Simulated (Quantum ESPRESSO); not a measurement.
# NbP (I4_1md) in Quantum ESPRESSO: settings compared

Aim: see how the results for NbP move with the level of theory and the settings. Levels: PBEsol, LDA. Tasks: band structure.

All numbers are computed with Quantum ESPRESSO 7.5; they aren't measurements. Logs are shortened: lines on timing, memory, paths and dates and some standing lists are left out, and cuts for length are marked.

## 1. Starting point

It takes space group I4_1md (No. 109, tetragonal). The conventional cell has a = 3.350 Å, b = 3.350 Å, c = 11.480 Å, α = 90.00°, β = 90.00°, γ = 90.00°. Nb (site symmetry 2mm) has 6 P at 2.55 Å as nearest neighbours. P (site symmetry 2mm) is surrounded by 6 Nb at 2.55 Å.

The cell is a database's computed one.

## 2. Band structure, PBEsol

The input, pw.in:

```
&CONTROL
  calculation = 'scf'
  prefix = 'pwscf'
  outdir = './tmp'
  pseudo_dir = './pseudo'
  tprnfor = .true.
  tstress = .true.
  disk_io = 'low'
/
&SYSTEM
  ibrav = 0
  celldm(1) = 8
  nat = 4
  ntyp = 2
  ecutwfc = 45
  ecutrho = 360
  nbnd = 26
  occupations = 'smearing'
  smearing = 'fd'
  degauss = 0.00367493
/
&ELECTRONS
  conv_thr = 8d-10
  electron_maxstep = 120
  mixing_beta = 0.5
/
ATOMIC_SPECIES
Nb    92.9064 nb_pbesol_v1.uspp.F.UPF
P     30.9738 p_pbesol_v1.5.uspp.F.UPF
CELL_PARAMETERS alat
 -0.3956432788229   0.3956432788229   1.3559040472720
  0.3956432788229  -0.3956432788229   1.3559040472720
  0.3956432788229   0.3956432788229  -1.3559040472720
ATOMIC_POSITIONS crystal
Nb     0.2498808000    0.7498808000    0.5000000000
Nb     0.4998808000    0.4998808000    0.0000000000
P      0.8327477700    0.3327477700    0.5000000000
P      0.0827477700    0.0827477700    0.0000000000
K_POINTS automatic
11 11 11 0 0 0
```

The input, bands.in:

```
&CONTROL
  calculation = 'bands'
  prefix = 'pwscf'
  outdir = './tmp'
  pseudo_dir = './pseudo'
  disk_io = 'low'
  verbosity = 'high'
/
&SYSTEM
  ibrav = 0
  celldm(1) = 8
  nat = 4
  ntyp = 2
  ecutwfc = 45
  ecutrho = 360
  nbnd = 26
  occupations = 'smearing'
  smearing = 'fd'
  degauss = 0.00367493
/
&ELECTRONS
  conv_thr = 1d-08
  electron_maxstep = 120
  mixing_beta = 0.5
  diago_full_acc = .true.
  startingwfc = 'random'
/
ATOMIC_SPECIES
Nb    92.9064 nb_pbesol_v1.uspp.F.UPF
P     30.9738 p_pbesol_v1.5.uspp.F.UPF
CELL_PARAMETERS alat
 -0.3956432788229   0.3956432788229   1.3559040472720
  0.3956432788229  -0.3956432788229   1.3559040472720
  0.3956432788229   0.3956432788229  -1.3559040472720
ATOMIC_POSITIONS crystal
Nb     0.2498808000    0.7498808000    0.5000000000
Nb     0.4998808000    0.4998808000    0.0000000000
P      0.8327477700    0.3327477700    0.5000000000
P      0.0827477700    0.0827477700    0.0000000000
K_POINTS crystal
60
 0.0000000000  0.0000000000  0.0000000000 1
-0.0555555556  0.0555555556  0.0000000000 1
-0.1111111111  0.1111111111  0.0000000000 1
-0.1666666667  0.1666666667  0.0000000000 1
-0.2222222222  0.2222222222  0.0000000000 1
-0.2777777778  0.2777777778  0.0000000000 1
-0.3333333333  0.3333333333  0.0000000000 1
-0.3888888889  0.3888888889  0.0000000000 1
-0.4444444444  0.4444444444  0.0000000000 1
-0.5000000000  0.5000000000  0.0000000000 1
-0.5000000000  0.5000000000 -0.0425715708 1
-0.4618809642  0.4618809642 -0.0806906066 1
-0.4237619285  0.4237619285 -0.1188096423 1
-0.3856428927  0.3856428927 -0.1569286781 1
-0.3475238569  0.3475238569 -0.1950477139 1
-0.3094048212  0.3094048212 -0.2331667496 1
-0.2712857854  0.2712857854 -0.2712857854 1
-0.2325306732  0.2325306732 -0.2325306732 1
-0.1937755610  0.1937755610 -0.1937755610 1
-0.1550204488  0.1550204488 -0.1550204488 1
-0.1162653366  0.1162653366 -0.1162653366 1
-0.0775102244  0.0775102244 -0.0775102244 1
-0.0387551122  0.0387551122 -0.0387551122 1
 0.0000000000  0.0000000000  0.0000000000 1
 0.1250000000  0.1250000000 -0.1250000000 1
 0.2500000000  0.2500000000 -0.2500000000 1
 0.3750000000  0.3750000000 -0.3750000000 1
 0.5000000000  0.5000000000 -0.5000000000 1
 0.4618809642  0.5381190358 -0.5381190358 1
 0.4237619285  0.5762380715 -0.5762380715 1
 0.3856428927  0.6143571073 -0.6143571073 1
 0.3475238569  0.6524761431 -0.6524761431 1
 0.3094048212  0.6905951788 -0.6905951788 1
 0.2712857854  0.7287142146 -0.7287142146 1
 0.1356428927  0.6143571073 -0.6143571073 1
 0.0000000000  0.5000000000 -0.5000000000 1
-0.0312500000  0.5312500000 -0.4687500000 1
-0.0625000000  0.5625000000 -0.4375000000 1
-0.0937500000  0.5937500000 -0.4062500000 1
-0.1250000000  0.6250000000 -0.3750000000 1
-0.1562500000  0.6562500000 -0.3437500000 1
-0.1875000000  0.6875000000 -0.3125000000 1
-0.2187500000  0.7187500000 -0.2812500000 1
-0.2500000000  0.7500000000 -0.2500000000 1
-0.1037142146  0.8537142146 -0.3750000000 1
 0.0425715708  0.9574284292 -0.5000000000 1
 0.0841559734  0.9158440266 -0.5000000000 1
 0.1257403761  0.8742596239 -0.5000000000 1
 0.1673247788  0.8326752212 -0.5000000000 1
 0.2089091814  0.7910908186 -0.5000000000 1
 0.2504935841  0.7495064159 -0.5000000000 1
 0.2920779867  0.7079220133 -0.5000000000 1
 0.3336623894  0.6663376106 -0.5000000000 1
 0.3752467920  0.6247532080 -0.5000000000 1
 0.4168311947  0.5831688053 -0.5000000000 1
 0.4584155973  0.5415844027 -0.5000000000 1
 0.5000000000  0.5000000000 -0.5000000000 1
-0.5000000000  0.5000000000  0.0000000000 1
-0.3750000000  0.6250000000 -0.1250000000 1
-0.2500000000  0.7500000000 -0.2500000000 1
```

Potentials or basis: GBRV 1.5 PBEsol.

On the command line:

```
> OMP_NUM_THREADS=1 mpirun -n 2 pw.x -nk 2 -in pw.in > pw.out
> OMP_NUM_THREADS=1 mpirun -n 2 pw.x -nk 2 -in bands.in > bands.out
```

pw.out:

```text
This program is part of the open-source Quantum ESPRESSO suite
     for quantum simulation of materials; please cite
         "P. Giannozzi et al., J. Phys.:Condens. Matter 21 395502 (2009);
         "P. Giannozzi et al., J. Phys.:Condens. Matter 29 465901 (2017);
         "P. Giannozzi et al., J. Chem. Phys. 152 154105 (2020);
     in publications or presentations arising from this work. More details at

     Message from routine setup:
     using ibrav=0 with symmetry is DISCOURAGED, use correct ibrav instead

     K-points division:     npool     =       2
     Subspace diagonalization in iterative solution of the eigenvalue problem:
     a serial algorithm will be used

     G-vector sticks info
     --------------------
     sticks:   dense  smooth     PW     G-vecs:    dense   smooth      PW
     Sum        2783    1389    457                50121    17787    3339

     Using Slab Decomposition

     bravais-lattice index     =            0
     lattice parameter (alat)  =       8.0000  a.u.
     unit-cell volume          =     434.6768 (a.u.)^3
     number of atoms/cell      =            4
     number of atomic types    =            2
     number of electrons       =        36.00
     number of Kohn-Sham states=           26
     kinetic-energy cutoff     =      45.0000  Ry
     charge density cutoff     =     360.0000  Ry
     scf convergence threshold =      8.0E-10
     mixing beta               =       0.5000
     number of iterations used =            8  plain     mixing
     Exchange-correlation= SLA  PW   PSX  PSC
                           (   1   4  10   8   0   0   0)

     celldm(1)=   8.000000  celldm(2)=   0.000000  celldm(3)=   0.000000
     celldm(4)=   0.000000  celldm(5)=   0.000000  celldm(6)=   0.000000

     crystal axes: (cart. coord. in units of alat)
               a(1) = (  -0.395643   0.395643   1.355904 )
               a(2) = (   0.395643  -0.395643   1.355904 )
               a(3) = (   0.395643   0.395643  -1.355904 )

     reciprocal axes: (cart. coord. in units 2 pi/alat)
               b(1) = (  0.000000  1.263765  0.368758 )
               b(2) = (  1.263765  0.000000  0.368758 )
               b(3) = (  1.263765  1.263765  0.000000 )

     PseudoPot. # 1 for Nb read from file:
     nb_pbesol_v1.uspp.F.UPF
     Pseudo is Ultrasoft + core correction, Zval = 13.0
     Generated by new atomic code, or converted to UPF format
     Using radial grid of  887 points,  6 beta functions with:
                l(1) =   0
                l(2) =   0
                l(3) =   1
                l(4) =   1
                l(5) =   2
                l(6) =   2
     Q(r) pseudized with  6 coefficients,  rinner =    1.000   1.000   1.000
                                                       1.000   1.000

     PseudoPot. # 2 for P  read from file:
     p_pbesol_v1.5.uspp.F.UPF
     Pseudo is Ultrasoft + core correction, Zval =  5.0
     Generated by new atomic code, or converted to UPF format
     Using radial grid of  903 points,  6 beta functions with:
                l(1) =   0
                l(2) =   0
                l(3) =   1
                l(4) =   1
                l(5) =   2
                l(6) =   2
     Q(r) pseudized with  8 coefficients,  rinner =    1.300   1.300   1.300
                                                       1.300   1.300

     atomic species   valence    mass     pseudopotential
     Nb               13.00    92.90640     Nb( 1.00)
     P                 5.00    30.97380     P ( 1.00)

      8 Sym. Ops. (no inversion) found ( 4 have fractional translation)

   Cartesian axes

     site n.     atom                  positions (alat units)
         1        Nb     tau(   1) = (   0.3956433  -0.0000000   0.6776288  )
         2        Nb     tau(   2) = (   0.0000000  -0.0000000   1.3555808  )
         3        P      tau(   3) = (   0.0000000   0.3956433   0.9023481  )
         4        P      tau(   4) = (   0.0000000  -0.0000000   0.2243961  )

     number of k points=   126  Fermi-Dirac smearing, width (Ry)=  0.0037

     Number of k-points >= 100: set verbosity='high' to print them.

     Dense  grid:    50121 G-vectors     FFT dimensions: (  72,  72,  72)

     Smooth grid:    17787 G-vectors     FFT dimensions: (  60,  60,  54)

     Initial potential from superposition of free atoms

     starting charge      35.9947, renormalised to      36.0000
     Starting wfcs are   34 randomized atomic wfcs

     Self-consistent Calculation

     iteration #  1     ecut=    45.00 Ry     beta= 0.50
     Davidson diagonalization with overlap
     ethr =  1.00E-02,  avg # of iterations =  3.0

     total energy              =    -266.94613426 Ry
     estimated scf accuracy    <       0.55186759 Ry

     iteration #  2     ecut=    45.00 Ry     beta= 0.50
     Davidson diagonalization with overlap
     ethr =  1.53E-03,  avg # of iterations =  2.0

     total energy              =    -267.09900183 Ry
     estimated scf accuracy    <       0.17855541 Ry

     iteration #  3     ecut=    45.00 Ry     beta= 0.50
     Davidson diagonalization with overlap
     ethr =  4.96E-04,  avg # of iterations =  1.7

     total energy              =    -267.13232636 Ry
     estimated scf accuracy    <       0.00510736 Ry

     iteration #  4     ecut=    45.00 Ry     beta= 0.50
     Davidson diagonalization with overlap
     ethr =  1.42E-05,  avg # of iterations =  4.8

     total energy              =    -267.13313721 Ry
     estimated scf accuracy    <       0.00015313 Ry

     iteration #  5     ecut=    45.00 Ry     beta= 0.50
     Davidson diagonalization with overlap
     ethr =  4.25E-07,  avg # of iterations =  5.5

     total energy              =    -267.13322456 Ry
     estimated scf accuracy    <       0.00001535 Ry

     iteration #  6     ecut=    45.00 Ry     beta= 0.50
     Davidson diagonalization with overlap
     ethr =  4.26E-08,  avg # of iterations =  3.6

     total energy              =    -267.13322813 Ry
     estimated scf accuracy    <       0.00000059 Ry

     iteration #  7     ecut=    45.00 Ry     beta= 0.50
     Davidson diagonalization with overlap
     ethr =  1.63E-09,  avg # of iterations =  2.6

     total energy              =    -267.13322839 Ry
     estimated scf accuracy    <       0.00000010 Ry

     iteration #  8     ecut=    45.00 Ry     beta= 0.50
     Davidson diagonalization with overlap
     ethr =  2.67E-10,  avg # of iterations =  2.4

     total energy              =    -267.13322842 Ry
     estimated scf accuracy    <       0.00000002 Ry

     iteration #  9     ecut=    45.00 Ry     beta= 0.50
     Davidson diagonalization with overlap
     ethr =  6.52E-11,  avg # of iterations =  2.0

     End of self-consistent calculation

     Number of k-points >= 100: set verbosity='high' to print the bands.

     the Fermi energy is    14.8167 ev

!    total energy              =    -267.13322842 Ry
     estimated scf accuracy    <          6.2E-11 Ry
     smearing contrib. (-TS)   =      -0.00041017 Ry
     internal energy E=F+TS    =    -267.13281825 Ry

     The total energy is F=E-TS. E is the sum of the following terms:
     one-electron contribution =     -42.48634942 Ry
     hartree contribution      =      39.28807030 Ry
     xc contribution           =     -48.59427166 Ry
     ewald contribution        =    -215.34026748 Ry

     convergence has been achieved in   9 iterations

     Forces acting on atoms (cartesian axes, Ry/au):

     atom    1 type  1   force =    -0.00000000   -0.00000000    0.00066047
     atom    2 type  1   force =    -0.00000000   -0.00000000    0.00066047
     atom    3 type  2   force =     0.00000000   -0.00000000   -0.00066047
     atom    4 type  2   force =    -0.00000000    0.00000000   -0.00066047

     Total force =     0.001321     Total SCF correction =     0.000001

     Computing stress (Cartesian axis) and pressure

          total   stress  (Ry/bohr**3)                   (kbar)     P=      -67.24
  -0.00045253   0.00000000  -0.00000000          -66.57        0.00       -0.00
  -0.00000000  -0.00045253  -0.00000000           -0.00      -66.57       -0.00
  -0.00000000   0.00000000  -0.00046619           -0.00        0.00      -68.58

=------------------------------------------------------------------------------=
   JOB DONE.
=------------------------------------------------------------------------------=
```

Wall time 6.4 min (2 MPI ranks of Arm Neoverse V1, shared host); peak memory 0.42 GiB.

Results:

```
Free energy            : -3634.5327 eV
Pressure               : -6.7 GPa
Largest force          : 0.017 eV/Å
Band gap on the k mesh : none (metal or under the smearing width)
```

Forces in eV/Å, atoms in the order of the input:
```
Nb   0.000  0.000  0.017
Nb   0.000  0.000  0.017
P    0.000  0.000 -0.017
P    0.000  0.000 -0.017
```

Stress tensor (GPa, compression positive):
```
-6.66  0.00  0.00
 0.00 -6.66  0.00
 0.00  0.00 -6.86
```

Levels at the corners of the path, in eV from the Fermi level:
```csv
point,band 16,band 17,band 18,band 19,band 20,band 21
Γ,-1.72,-1.34,-1.34,0.83,1.60,2.64
X,-2.83,-0.44,-0.44,2.96,2.96,3.06
Y,-2.81,-0.48,-0.48,2.75,2.75,3.13
S,-2.19,-1.47,-0.15,0.13,1.63,2.38
Γ,-1.72,-1.34,-1.34,0.83,1.60,2.64
Z,-2.68,-0.50,-0.50,1.19,1.19,2.30
S1,-2.19,-1.47,-0.15,0.13,1.63,2.38
N,-1.87,-1.52,-0.12,0.07,1.31,2.43
P,-2.88,-0.42,-0.42,2.97,2.97,3.04
Y1,-2.81,-0.48,-0.48,2.75,2.75,3.13
Z,-2.68,-0.50,-0.50,1.19,1.19,2.30
X,-2.83,-0.44,-0.44,2.96,2.96,3.06
P,-2.88,-0.42,-0.42,2.97,2.97,3.04
```

Caveat: some levels on the path didn't converge.

## 3. Band structure, LDA

pw.in, as its differences from that of step 2:

```diff
@@ -27,4 +27,4 @@
 ATOMIC_SPECIES
-Nb    92.9064 nb_pbesol_v1.uspp.F.UPF
-P     30.9738 p_pbesol_v1.5.uspp.F.UPF
+Nb    92.9064 nb_lda_v1.uspp.F.UPF
+P     30.9738 p_lda_v1.5.uspp.F.UPF
 CELL_PARAMETERS alat
```

bands.in, as its differences from that of step 2:

```diff
@@ -28,4 +28,4 @@
 ATOMIC_SPECIES
-Nb    92.9064 nb_pbesol_v1.uspp.F.UPF
-P     30.9738 p_pbesol_v1.5.uspp.F.UPF
+Nb    92.9064 nb_lda_v1.uspp.F.UPF
+P     30.9738 p_lda_v1.5.uspp.F.UPF
 CELL_PARAMETERS alat
```

Potentials or basis: GBRV 1.5 LDA.

On the command line:

```
> OMP_NUM_THREADS=1 mpirun -n 2 pw.x -nk 2 -in pw.in > pw.out
> OMP_NUM_THREADS=1 mpirun -n 2 pw.x -nk 2 -in bands.in > bands.out
```

It took 6.5 min on 2 MPI ranks of Arm Neoverse V1, shared host; peak memory 0.42 GiB.

The run converged. Its results:

| Item | Value |
| --- | --- |
| Free energy | -3641.2773 eV |
| Pressure | -9.6 GPa |
| Largest force | 0.015 eV/Å |
| Band gap on the k mesh | none (metal or under the smearing width) |

Forces in eV/Å, atoms in the order of the input:
```
Nb   0.000  0.000  0.015
Nb   0.000  0.000  0.015
P    0.000  0.000 -0.015
P    0.000  0.000 -0.015
```

Stress tensor (GPa, compression positive):
```
-9.63  0.00  0.00
 0.00 -9.63  0.00
 0.00  0.00 -9.43
```

Levels at the corners of the path, in eV from the Fermi level:
| point | band 16 | band 17 | band 18 | band 19 | band 20 | band 21 |
| --- | --- | --- | --- | --- | --- | --- |
| Γ | -1.72 | -1.34 | -1.34 | 0.83 | 1.59 | 2.64 |
| X | -2.81 | -0.42 | -0.42 | 2.94 | 2.94 | 3.05 |
| Y | -2.79 | -0.46 | -0.46 | 2.74 | 2.74 | 3.12 |
| S | -2.17 | -1.45 | -0.15 | 0.13 | 1.62 | 2.37 |
| Γ | -1.72 | -1.34 | -1.34 | 0.83 | 1.59 | 2.64 |
| Z | -2.66 | -0.49 | -0.49 | 1.19 | 1.19 | 2.29 |
| S1 | -2.17 | -1.45 | -0.15 | 0.13 | 1.62 | 2.37 |
| N | -1.85 | -1.51 | -0.12 | 0.07 | 1.30 | 2.43 |
| P | -2.86 | -0.39 | -0.39 | 2.95 | 2.95 | 3.03 |
| Y1 | -2.79 | -0.46 | -0.46 | 2.74 | 2.74 | 3.12 |
| Z | -2.66 | -0.49 | -0.49 | 1.19 | 1.19 | 2.29 |
| X | -2.81 | -0.42 | -0.42 | 2.94 | 2.94 | 3.05 |
| P | -2.86 | -0.39 | -0.39 | 2.95 | 2.95 | 3.03 |

Caveat: some levels on the path didn't converge.

## 4. For comparison

An earlier run on the cell as given: functional PBEsol; potentials or basis GBRV 1.5 PBEsol; cutoff 612 eV; density cutoff 4898 eV; k mesh 11 × 11 × 11; occupations fermi-dirac, width 0.05 eV; no spin polarisation.

* Pressure: -6.7 GPa
* Largest force: 0.017 eV/Å
* Band gap on the k mesh: none (metal or under the smearing width)

## 5. The runs side by side

| task | level | potentials or basis | form of the LDA correlation | gap on the mesh (eV) | pressure (GPa) | largest force (eV/Å) |
| --- | --- | --- | --- | --- | --- | --- |
| band structure | PBEsol | GBRV 1.5 PBEsol | - | none | -6.7 | 0.02 |
| band structure | LDA | GBRV 1.5 LDA | PZ81 | none | -9.6 | 0.01 |
| single point | PBEsol | GBRV 1.5 PBEsol | - | none | -6.7 | 0.02 |

Alike in all rows: no spin polarisation; cell as given; k mesh 11 × 11 × 11; cutoff (eV) 612; smearing fermi-dirac 0.05 eV.

Caveats: some levels on the path didn't converge (some runs).

Absolute energies hang on the potentials; compare differences alone.
